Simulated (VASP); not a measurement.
# InP (F-43m) in VASP: band structure with HSE06

Aim: the band structure of InP with HSE06.

Program: VASP 6.6.1. These are calculated values, not measurements. Logs are shortened: lines on timing, memory, paths and dates and some standing lists are left out, and cuts for length are marked.

**What was measured.**

A printed reference work, data compilation reports, for a bulk crystal of InP at 1.6 K: band gap 1.4236 eV (direct).

The results are compared with them further down.

## 1. The structure

It takes space group F-43m (No. 216, cubic). Conventional cell: a = 5.959 Å, b = 5.959 Å, c = 5.959 Å, α = 90.00°, β = 90.00°, γ = 90.00°. Around In (site symmetry -43m) lie 4 P at 2.58 Å. P (site symmetry -43m) has 4 In at 2.58 Å as nearest neighbours.

## 2. Band structure, HSE06

Contents of POSCAR:

```
InP
1.0
    0.0000000000      2.9795370000      2.9795370000
    2.9795370000      0.0000000000      2.9795370000
    2.9795370000      2.9795370000      0.0000000000
In P
1 1
Direct
    0.0000000000      0.0000000000      0.0000000000
    0.2500000000      0.2500000000      0.2500000000
```

Contents of INCAR.step1:

```
ALGO = Normal ; EDIFF = 1E-5
ENCUT = 520 ; GGA = PE
ISIF = 2 ; ISMEAR = 0
LASPH = T ; LCHARG = F
LREAL = F ; LWAVE = T
NELM = 80 ; PREC = Accurate
SIGMA = 0.02
```

Contents of INCAR.step2:

```
ALGO = Normal ; EDIFF = 1E-7
ENCUT = 520 ; GGA = PE
HFSCREEN = 0.2 ; ISIF = 2
ISMEAR = 0 ; ISTART = 1
LASPH = T ; LCHARG = F
LHFCALC = T ; LREAL = F
LWAVE = F ; NELM = 80
PREC = Accurate ; PRECFOCK = Fast
SIGMA = 0.02
```

Contents of KPOINTS:

```
k-points
0
Gamma
  6 6 6
```

Contents of KPOINTS_OPT:

```
path GXWKGLUWLK,UX
12
line-mode
reciprocal
 0.0000000000  0.0000000000  0.0000000000  G
 0.5000000000  0.0000000000  0.5000000000  X

 0.5000000000  0.0000000000  0.5000000000  X
 0.5000000000  0.2500000000  0.7500000000  W

 0.5000000000  0.2500000000  0.7500000000  W
 0.3750000000  0.3750000000  0.7500000000  K

 0.3750000000  0.3750000000  0.7500000000  K
 0.0000000000  0.0000000000  0.0000000000  G

 0.0000000000  0.0000000000  0.0000000000  G
 0.5000000000  0.5000000000  0.5000000000  L

 0.5000000000  0.5000000000  0.5000000000  L
 0.6250000000  0.2500000000  0.6250000000  U

 0.6250000000  0.2500000000  0.6250000000  U
 0.5000000000  0.2500000000  0.7500000000  W

 0.5000000000  0.2500000000  0.7500000000  W
 0.5000000000  0.5000000000  0.5000000000  L

 0.5000000000  0.5000000000  0.5000000000  L
 0.3750000000  0.3750000000  0.7500000000  K

 0.6250000000  0.2500000000  0.6250000000  U
 0.5000000000  0.0000000000  0.5000000000  X
```

Potentials or basis: VASP PAW PBE potentials, release 64 (In_d, P).

Run with:

```sh
$ cat potpaw_PBE.64/In_d/POTCAR potpaw_PBE.64/P/POTCAR > POTCAR
$ cp INCAR.step1 INCAR
$ mpirun -np 1 vasp_std > vasp.out
$ cp INCAR.step2 INCAR
$ mpirun -np 1 vasp_std > vasp.out
```

OUTCAR:

```text
EDIFF = 1E-7
   ENCUT = 520
   GGA = PE
   HFSCREEN = 0.2
   ISIF = 2
   ISMEAR = 0
   ISTART = 1
   LASPH = T
   LHFCALC = T
   LREAL = F
   NELM = 80
   PREC = Accurate
   PRECFOCK = Fast

 ion  position               nearest neighbor table
   1  0.000  0.000  0.000-   2 2.58   2 2.58   2 2.58   2 2.58
   2  0.250  0.250  0.250-   1 2.58   1 2.58   1 2.58   1 2.58

  LATTYP: Found a face centered cubic cell.
 ALAT       =     5.9590740000

  Lattice vectors:

 A1 = (   0.0000000000,   2.9795370000,   2.9795370000)
 A2 = (   2.9795370000,   0.0000000000,   2.9795370000)
 A3 = (   2.9795370000,   2.9795370000,   0.0000000000)

Analysis of symmetry for initial positions (statically):
=====================================================================
 Subroutine PRICEL returns:
 Original cell was already a primitive cell.

 Routine SETGRP: Setting up the symmetry group for a
 face centered cubic supercell.

 Subroutine GETGRP returns: Found 24 space group operations
 (whereof 24 operations were pure point group operations)
 out of a pool of 48 trial point group operations.

The static configuration has the point symmetry T_d .

Analysis of symmetry for dynamics (positions and initial velocities):
=====================================================================
 Subroutine PRICEL returns:
 Original cell was already a primitive cell.

 Routine SETGRP: Setting up the symmetry group for a
 face centered cubic supercell.

 Subroutine GETGRP returns: Found 24 space group operations
 (whereof 24 operations were pure point group operations)
 out of a pool of 48 trial point group operations.

The dynamic configuration has the point symmetry T_d .

 Subroutine INISYM returns: Found 24 space group operations
 (whereof 24 operations are pure point group operations),
 and found     1 'primitive' translations

----------------------------------------------------------------------------------------

                                     Primitive cell

  volume of cell :      52.9025

  direct lattice vectors                    reciprocal lattice vectors
     0.000000000  2.979537000  2.979537000    -0.167811308  0.167811308  0.167811308
     2.979537000  0.000000000  2.979537000     0.167811308 -0.167811308  0.167811308
     2.979537000  2.979537000  0.000000000     0.167811308  0.167811308 -0.167811308

  length of vectors
     4.213701635  4.213701635  4.213701635     0.290657711  0.290657711  0.290657711

  position of ions in fractional coordinates (direct lattice)
     0.000000000  0.000000000  0.000000000
     0.250000000  0.250000000  0.250000000

  ion indices of the primitive-cell ions
   primitive index   ion index
                 1           1
                 2           2

----------------------------------------------------------------------------------------

 KPOINTS: k-points

Automatic generation of k-mesh.
 Grid dimensions read from file:
 generate k-points for:    6    6    6

 Generating k-lattice:

  Cartesian coordinates                     Fractional coordinates (reciprocal lattice)
    -0.027968551  0.027968551  0.027968551     0.166666667  0.000000000  0.000000000
     0.027968551 -0.027968551  0.027968551     0.000000000  0.166666667  0.000000000
     0.027968551  0.027968551 -0.027968551     0.000000000  0.000000000  0.166666667

  Length of vectors
     0.048442952  0.048442952  0.048442952

  Shift w.r.t. Gamma in fractional coordinates (k-lattice)
     0.000000000  0.000000000  0.000000000

 Subroutine IBZKPT returns following result:
 ===========================================

 Found     16 irreducible k-points:

 Following reciprocal coordinates:
            Coordinates               Weight
  0.000000  0.000000  0.000000      1.000000
  0.166667  0.000000  0.000000      8.000000
  0.333333  0.000000  0.000000      8.000000
  0.500000  0.000000  0.000000      4.000000
  0.166667  0.166667  0.000000      6.000000
  0.333333  0.166667  0.000000     24.000000
[... 8 lines left out ...]
 -0.333333  0.333333  0.166667     24.000000
 -0.333333  0.500000  0.166667     12.000000
   k-points           NKPTS =     16   k-points in BZ     NKDIM =    216   number of bands    NBANDS=     13
   number of dos      NEDOS =    301   number of ions     NIONS =      2
   total plane-waves  NPLWV =  32768
   dimension x,y,z NGX =    32 NGY =   32 NGZ =   32
   dimension x,y,z NGXF=    64 NGYF=   64 NGZF=   64
   ions per type =               1   1
   NGX,Y,Z   is equivalent  to a cutoff of  12.63, 12.63, 12.63 a.u.
   NGXF,Y,Z  is equivalent  to a cutoff of  25.25, 25.25, 25.25 a.u.
 SYSTEM =  unknown system
   PREC   = accura    normal or accurate (medium, high low for compatibility)
   ISTART =      1    job   : 0-new  1-cont  2-samecut
   ICHARG =      0    charge: 1-file 2-atom 10-const
   ISPIN  =      1    spin polarized calculation?
   LNONCOLLINEAR =      F non collinear calculations
   LSORBIT =      F    spin-orbit coupling
   LASPH  =      T    aspherical Exc in radial PAW
   ENCUT  =  520.0 eV  38.22 Ry    6.18 a.u.   7.83  7.83  7.83*2*pi/ulx,y,z
   NELM   =     80;   NELMIN=  2; NELMDL=  0     # of ELM steps
   EDIFF  = 0.1E-06   stopping-criterion for ELM
   LREAL  =      F    real-space projection
   EDIFFG = 0.1E-05   stopping-criterion for IOM
   NSW    =      0    number of steps for IOM
   IBRION =     -1    ionic relax: 0-MD 1-quasi-New 2-CG
   NFREE  =      0    steps in history (QN), initial steepest desc. (CG)
   ISIF   =      2    stress and relaxation
   ISYM   =      3    0-nonsym 1-usesym 2-fastsym
   POTIM  = 0.5000    time-step for ionic-motion
   TEBEG  =    0.0;   TEEND  =   0.0 temperature during run
   PSTRESS=    0.0 pullay stress
   NELECT =      18.0000    total number of electrons
   NUPDOWN=      -1.0000    fix difference up-down
   EMIN   =  10.00;   EMAX   =-10.00  energy-range for DOS
   EFERMI =   0.00;   METHOD = LEGACY
   ISMEAR =     0;   SIGMA  =   0.02  broadening in eV -4-tet -1-fermi 0-gaus
   EFERMI_NEDOS =   21; number of points for ismear=-14 and -15
   IALGO  =     38    algorithm
   IMIX   =      1    mixing-type and parameters
     AMIX     =   0.40;   BMIX     =  1.00
     AMIX_MAG =   1.60;   BMIX_MAG =  1.00
  volume/ion in A,a.u.               =      26.45       178.50
  Fermi-wavevector in a.u.,A,eV,Ry     =   1.142896  2.159761 17.772097  1.306212
  Thomas-Fermi vector in A             =   2.279593
   LORBIT       =      0    0 simple, 1 ext, 2 COOP (PROOUT), +10 PAW based schemes
   GGA     = PE    functional components
   LHFCALC =     T    Hartree Fock is set to
   PRECFOCK=fast      Normal, Fast or Accurate (Low or Medium for compatibility)
   ENCUT4O =  -1.0   cutoff for four orbital integrals eV
   NKREDX  =     1    reduce k-point grid by
   NKREDY  =     1    reduce k-point grid by
   NKREDZ  =     1    reduce k-point grid by
   AEXX    =    0.2500 exact exchange contribution
   HFSCREEN=    0.2000 screening length (either q_TF or 0.3 A-1)
   HFSCREENC=   0.2000 screening length for correlation (either q_TF or 0.3 A-1)
   ENCUTFOCK=  -1.0 apply spherical cutoff to Coloumb kernel
   IVDW    =     0    specifies the selected vdW correction
   LEPSILON=     F    determine dielectric tensor
   LRPA    =     F    only Hartree local field effects (RPA)
 non-spin polarized calculation
 Gauss-broadening in eV      SIGMA  =   0.02
  energy-cutoff  :      520.00
  volume of cell :       52.90
 maximum number of plane-waves:      1458
  NGX = 18; NGY = 18; NGZ = 18

 number of electron      18.0000005 magnetization

 Free energy of the ion-electron system (eV)
  ---------------------------------------------------
  ext. energy  EPLUGINS =         0.00000000
  ---------------------------------------------------
  free energy    TOTEN  =       -10.00577162 eV

  energy without entropy =      -10.00577162  energy(sigma->0) =      -10.00577162

 E-fermi :   4.3693     XC(G=0):  -7.5458

 val. band max:        4.2365239986   @ k =   0.0000   0.0000   0.0000
 cond. band min:       5.4445151520   @ k =   0.0000   0.0000   0.0000
 fundamental gap:      1.2079911534
 Fermi energy:         4.3692612238

 k-point     1 :       0.0000    0.0000    0.0000
  band No.  band energies     occupation
      1     -11.5813      2.00000
      2     -11.5813      2.00000
      3     -11.5813      2.00000
      4     -11.4434      2.00000
      5     -11.4434      2.00000
      6      -8.1648      2.00000
      7       4.2365      2.00000
      8       4.2365      2.00000
      9       4.2365      2.00000
     10       5.4445      0.00000
     11       9.1600      0.00000
     12       9.1600      0.00000
     13       9.1600      0.00000

 k-point     2 :       0.1667    0.0000    0.0000
  band No.  band energies     occupation
      1     -11.6056      2.00000
      2     -11.5707      2.00000
      3     -11.5707      2.00000
      4     -11.4431      2.00000
      5     -11.4431      2.00000
      6      -7.8502      2.00000
      7       1.9947      2.00000
      8       3.9343      2.00000
      9       3.9343      2.00000
     10       6.6199      0.00000
     11       9.4990      0.00000
     12       9.6077      0.00000
     13       9.6077      0.00000

 k-point     3 :       0.3333    0.0000    0.0000
  band No.  band energies     occupation
      1     -11.6522      2.00000
      2     -11.5533      2.00000
      3     -11.5533      2.00000
      4     -11.4382      2.00000
      5     -11.4382      2.00000
      6      -7.0435      2.00000
      7      -0.5386      2.00000
      8       3.4518      2.00000
      9       3.4518      2.00000
     10       6.5294      0.00000
     11       9.9553      0.00000
     12       9.9553      0.00000
     13      11.3271      0.00000
[... 177 lines left out ...]
 k-point    15 :      -0.3333    0.3333    0.1667
  band No.  band energies     occupation
      1     -11.6966      2.00000
      2     -11.5338      2.00000
      3     -11.5096      2.00000
      4     -11.4548      2.00000
      5     -11.4328      2.00000
      6      -5.9558      2.00000
      7      -1.5270      2.00000
      8       1.0903      2.00000
      9       2.1413      2.00000
     10       8.6302      0.00000
     11       9.2961      0.00000
     12      10.8034      0.00000
     13      12.5240      0.00000

 k-point    16 :      -0.3333    0.5000    0.1667
  band No.  band energies     occupation
      1     -11.7138      2.00000
      2     -11.5188      2.00000
      3     -11.4976      2.00000
      4     -11.4673      2.00000
      5     -11.4258      2.00000
      6      -5.7571      2.00000
      7      -1.6629      2.00000
      8       1.3729      2.00000
      9       1.4349      2.00000
     10       8.2395      0.00000
     11       8.6332      0.00000
     12      11.8917      0.00000
     13      12.1942      0.00000

------------------------ aborting loop because EDIFF is reached ----------------------------------------

  FORCE on cell =-STRESS in cart. coord.  units (eV):
  Direction    XX          YY          ZZ          XY          YZ          ZX
  --------------------------------------------------------------------------------------
  -------------------------------------------------------------------------------------
  Total       -0.6614925     -0.6614925     -0.6614925      0.0000000     -0.0000000     -0.0000000
  in kB      -20.0336080    -20.0336080    -20.0336080      0.0000000     -0.0000000     -0.0000000
  external PRESSURE =     -20.0336080 kB  Pullay stress =       0.0000000 kB

 VOLUME and BASIS-vectors are now :
 -----------------------------------------------------------------------------
  energy-cutoff  :      520.00
  volume of cell :       52.90
      direct lattice vectors                 reciprocal lattice vectors
     0.000000000  2.979537000  2.979537000    -0.167811308  0.167811308  0.167811308
     2.979537000  0.000000000  2.979537000     0.167811308 -0.167811308  0.167811308
     2.979537000  2.979537000  0.000000000     0.167811308  0.167811308 -0.167811308

 POSITION                                       TOTAL-FORCE (eV/Angst)
 -----------------------------------------------------------------------------------
      0.00000      0.00000      0.00000        -0.000000     -0.000000     -0.000000
      1.48977      1.48977      1.48977         0.000000      0.000000      0.000000
 -----------------------------------------------------------------------------------
    total drift:                                0.000009      0.000009      0.000006

  FREE ENERGIE OF THE ION-ELECTRON SYSTEM (eV)
  ---------------------------------------------------
  free  energy   TOTEN  =       -10.0057716207 eV

  energy  without entropy=      -10.0057716207  energy(sigma->0) =      -10.00577162
```

Wall time 90 min (1 thread of Intel Xeon Platinum 8488C (Sapphire Rapids), shared host); peak memory 0.39 GiB.

Results:

- Free energy: -10.0058 eV
- Pressure: -2.0 GPa
- Band gap on the k mesh: 1.21 eV, direct
- Band gap along the path: 1.21 eV, direct

Levels at the corners of the path, in eV from the valence-band top:
```csv
point,band 7,band 8,band 9,band 10,band 11,band 12
Γ,0.00,0.00,0.00,1.21,4.92,4.92
X,-6.02,-2.37,-2.37,2.46,3.00,10.10
X,-6.02,-2.37,-2.37,2.46,3.00,10.11
W,-5.85,-3.02,-2.93,5.04,5.19,6.38
W,-5.85,-3.02,-2.93,5.04,5.19,6.38
K,-5.86,-3.36,-1.97,3.08,5.19,8.41
K,-5.86,-3.36,-1.97,3.08,5.19,8.41
Γ,0.00,0.00,0.00,1.21,4.92,4.92
Γ,0.00,0.00,0.00,1.21,4.92,4.92
L,-5.98,-0.99,-0.99,2.13,5.65,5.65
L,-5.98,-0.99,-0.99,2.13,5.65,5.65
U,-5.86,-3.36,-1.97,3.08,5.19,8.41
U,-5.86,-3.36,-1.97,3.08,5.19,8.41
W,-5.85,-3.02,-2.93,5.04,5.19,6.38
W,-5.85,-3.02,-2.93,5.04,5.19,6.38
L,-5.98,-0.99,-0.99,2.13,5.65,5.65
L,-5.98,-0.99,-0.99,2.13,5.65,5.65
K,-5.86,-3.36,-1.97,3.08,5.19,8.41
U,-5.86,-3.36,-1.97,3.08,5.19,8.43
X,-6.02,-2.37,-2.37,2.46,3.00,10.11
```

Caveat: the PAW data sets were made with another functional, which shifts forces and pressure a little; spin-orbit coupling is left out, which moves the levels of the heavy elements.

## 3. How close it comes

Step 2. Against the measured gap of InP, 1.4236 eV (direct; 1.6 K; a printed reference work, data compilation), the calculated 1.21 eV is off by -0.22 eV. Spin-orbit coupling on In is left out. The value is that of HSE06, without temperature or zero-point motion.
